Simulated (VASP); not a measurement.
A run of VASP 6.6.1 is set up as follows.

INCAR

```
SYSTEM = Sr
PREC = Accurate ; ENCUT = 520
EDIFF = 1E-6 ; ISMEAR = -1
SIGMA = 0.05 ; LREAL = .False.
LASPH = .True. ; NELM = 60
ALGO = Normal ; ISIF = 2
LWAVE = .False. ; LCHARG = .False.
LDIPOL = .True. ; IDIPOL = 3
DIPOL = 0.5 0.5 0.500 ; GGA = PS
IVDW = 12 ; IBRION = 2
NSW = 40 ; EDIFFG = -0.02
```

Contents of KPOINTS:

```
Automatic mesh
0
Gamma
  7 7 1
  0 0 0
```

The input POSCAR:

```
Sr
1.0
    4.3100002206      0.0000000000      0.0000000000
   -2.1550001103      3.7325696815      0.0000000000
    0.0000000000      0.0000000000     22.0500000000
Sr
3
Selective dynamics
Direct
    0.3333333333      0.6666666666      0.3401360544  F F F
    0.6666666667      0.3333333334      0.5000000000  T T T
    0.3333333333      0.6666666666      0.6598639456  T T T
```

Potentials or basis: VASP PAW PBE potentials, release 64 (Sr_sv).

Run with:

```bash
$ cat potpaw_PBE.64/Sr_sv/POTCAR > POTCAR
$ mpirun -np 1 vasp_std > vasp.out
```

**Question.** Estimate the dispersion energy per atom.

**Answer.** -0.161 eV.

**Question.** What does it give for the band gap on the k mesh?

**Answer.** 0.08 eV, direct.

**Question.** Predict the energy gained by relaxing.

**Answer.** 15.7 meV/atom.

Step by step:
| step | energy change (eV) | largest force (eV/Å) | pressure (GPa) |
| --- | --- | --- | --- |
| 1 | 0.0000 | 0.1645 | -0.61 |
| 2 | -0.0013 | 0.1650 | -0.61 |
| 3 | -0.0050 | 0.1666 | -0.60 |
| 4 | -0.0113 | 0.1702 | -0.58 |
| 5 | -0.0198 | 0.1770 | -0.53 |
| 6 | -0.0152 | 0.3037 | -0.41 |
| 7 | -0.0218 | 0.1807 | -0.49 |
| 8 | -0.0261 | 0.1683 | -0.48 |
| 9 | -0.0367 | 0.1255 | -0.45 |
| 10 | -0.0472 | 0.0132 | -0.37 |

Caveat: the PAW data sets were made with another functional, which shifts forces and pressure a little. PBEsol gaps usually lie below the measured ones, often by a third to a half.
